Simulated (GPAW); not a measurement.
GaP: band structure with M06-L

**Experimental background.**

From “Stacking defects in GaP nanowires: Electronic structure and optical properties”, 2018, arxiv:1810.01194, for a bulk crystal of GaP at 10 K: band gap 2.34 eV (indirect).

Crystal: GaP.

```xyz
2
Lattice="0.0000 2.7252 2.7252 2.7252 0.0000 2.7252 2.7252 2.7252 0.0000" Properties=species:S:1:pos:R:3 pbc="T T T"
Ga    0.0000    0.0000    0.0000
P     4.0879    4.0879    4.0879
```

```json
{
 "Program": "GPAW 26.7.0",
 "Task": "band structure",
 "Functional": "M06-L",
 "Potentials or basis": "GPAW PAW data sets (gpaw-data 1.2.1)",
 "Cutoff": "600 eV",
 "Basis": "pw",
 "k mesh": "8 × 8 × 8",
 "Occupations": "fermi-dirac, width 0.05 eV",
 "Spin": "spin-orbit coupling, no magnetisation",
 "Maxiter": "150",
 "Band path": "GXWKGLUWLK,UX",
 "Band points": "60",
 "spin axis theta (degrees)": "0",
 "spin axis phi (degrees)": "0",
 "Soc after scf": "second variation without the xc potential"
}
```

```yaml
Pressure: 3.1 GPa
Band_gap_on_the_k_mesh: 1.84 eV, indirect (least direct gap 2.37 eV)
Band_gap_along_the_path: 1.80 eV, indirect (least direct gap 2.37 eV)
```

Levels at the corners of the path, in eV from the valence-band top:
```
point  band 5  band 6  band 7  band 8  band 9  band 10  band 11  band 12
    Γ    0.00    0.00    0.00    0.00    2.37     2.37     4.27     4.27
    X   -2.70   -2.70   -2.68   -2.68    1.84     1.84     2.06     2.06
    W   -3.65   -3.63   -3.44   -3.39    4.79     4.79     5.19     5.22
    K   -3.99   -3.97   -2.26   -2.26    2.43     2.44     5.05     5.05
    Γ    0.00    0.00    0.00    0.00    2.37     2.37     4.27     4.27
    L   -1.16   -1.16   -1.09   -1.09    2.08     2.08     5.14     5.14
    U   -3.99   -3.97   -2.26   -2.26    2.43     2.44     5.05     5.05
    W   -3.65   -3.63   -3.44   -3.39    4.79     4.79     5.19     5.22
    L   -1.16   -1.16   -1.09   -1.09    2.08     2.08     5.14     5.14
    K   -3.99   -3.97   -2.26   -2.26    2.43     2.44     5.05     5.05
    U   -3.99   -3.97   -2.26   -2.26    2.43     2.44     5.05     5.05
    X   -2.70   -2.70   -2.68   -2.68    1.84     1.84     2.06     2.06
```

Run time: 120 s on 1 thread of Intel(R) Xeon(R) Platinum 8488C (Sapphire Rapids), with other jobs on the host, peak memory 0.3 GiB.

Against the measured gap of GaP, 2.34 eV (indirect; 10 K; quoted in “Stacking defects in GaP nanowires: Electronic structure and optical properties”, 2018, arxiv:1810.01194), the calculated 1.80 eV is off by -0.54 eV. The value is that of M06-L, without temperature or zero-point motion.

Caveat: spin-orbit coupling was added after a scalar SCF, so levels and gaps hold it while energy, forces, pressure and moments don't; this program's spin-orbit splittings come out too wide for heavy elements; the PAW data sets were made with another functional, which shifts forces and pressure a little.
